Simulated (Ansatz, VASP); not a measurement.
## Two plane-wave programs on CdS (Greenockite)

```xyz
4
Lattice="4.1542 0.0000 0.0000 -2.0771 3.5976 0.0000 0.0000 0.0000 6.7599" Properties=species:S:1:pos:R:3 pbc="T T T"
Cd    0.0000    2.3984   -0.0054
Cd    2.0771    1.1992    3.3746
S     0.0000    2.3984    2.5403
S     2.0771    1.1992    5.9202
```

Alike in both runs: functional PBE; k mesh 9 × 9 × 4; occupations gaussian, width 0.02 eV; no spin polarisation.

Ansatz relaxed the structure, and its values are those at the end. VASP's run is a single point on that final structure, the one shown.

|  | VASP | Ansatz |
| --- | --- | --- |
| version | VASP 6.6.1 | Ansatz 0.2.0 |
| potentials or method | VASP PAW PBE potentials, release 64 (Cd, S) | scalar-relativistic, plane waves, PAW |
| plane-wave cutoff (eV) | 520 | 420 |
| valence electrons in the cell | 36 | 52 |

```tsv
	VASP	Ansatz	Ansatz less VASP
gap on the k mesh at the Fermi level (eV)	1.19	1.18	-0.003
least direct gap on the mesh (eV)	1.19	1.18	-0.003
pressure (GPa)	2.1	1.7	-0.33
```

The two sets of potentials don't hold the same shells in valence.

Expect the measured gap to be larger: semilocal functionals such as PBE lack the derivative discontinuity.
